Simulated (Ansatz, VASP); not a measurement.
One calculation of KBr, two programs

```
CELL_PARAMETERS angstrom
0.00000 3.18580 3.18580
3.18580 0.00000 3.18580
3.18580 3.18580 0.00000
ATOMIC_POSITIONS crystal
K 0.00000 0.00000 0.00000
Br 0.50000 0.50000 0.50000
```

Alike in both runs: functional LDA; k mesh 6 × 6 × 6; no spin polarisation.

Ansatz relaxed the structure, and its values are those at the end. VASP's run is a single point on that final structure, the one shown.

|  | VASP | Ansatz |
| --- | --- | --- |
| version | VASP 6.6.1 | Ansatz 0.2.0 |
| potentials or method | VASP PAW LDA potentials, release 64 (K_sv, Br) | scalar-relativistic, plane waves, PAW |
| plane-wave cutoff (eV) | 520 | 420 |
| occupations | gaussian, width 0.01 eV | fixed |
| valence electrons in the cell | 16 | 16 |

Ansatz gave:

| Quantity | Value |
| --- | --- |
| gap on the k mesh at the Fermi level (eV) | 4.32 |
| least direct gap on the mesh (eV) | 4.32 |
| pressure (GPa) | 0.0 |

**Question.** Which values does VASP return?

**Answer.** gap on the k mesh at the Fermi level (eV): 4.33; least direct gap on the mesh (eV): 4.33; pressure (GPa): 0.1.
